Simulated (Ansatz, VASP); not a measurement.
Ga3Se in VASP and in Ansatz

```
CELL_PARAMETERS angstrom
4.43246 0.00000 0.00000
0.00000 4.43246 0.00000
0.00000 0.00000 4.43246
ATOMIC_POSITIONS crystal
Se 0.00000 0.00000 0.00000
Ga 0.50000 0.50000 0.00000
Ga 0.50000 0.00000 0.50000
Ga 0.00000 0.50000 0.50000
```

The cell comes from a database or a generator and needn't be the stable form of this composition.

Alike in both runs: task single point; functional PBEsol; k mesh 6 × 6 × 6; occupations fermi-dirac, width 0.05 eV; no spin polarisation.

|  | VASP | Ansatz |
| --- | --- | --- |
| version | VASP 6.6.1 | Ansatz 0.2.0 |
| potentials or method | VASP PAW PBE potentials, release 64 (Se, Ga_d) | Ansatz PAW |
| plane-wave cutoff (eV) | 520 | 420 |
| valence electrons in the cell | 45 | 55 |

```csv
,VASP,Ansatz,Ansatz less VASP
gap on the k mesh at the Fermi level (eV),none,none,-
pressure (GPa),-3.6,-3.6,-0.05
```

A gap of «none» marks a metal or a gap that the smearing closes. With one functional, cell and mesh, what is left measures potentials, basis and numerics. The two sets of potentials don't hold the same shells in valence.

Caveats: the PAW data sets were made with another functional, which shifts forces and pressure a little (VASP); the PAW data sets come from PBE, with cores solved anew for the run's functional, which leaves a small shift of forces and pressure (Ansatz).
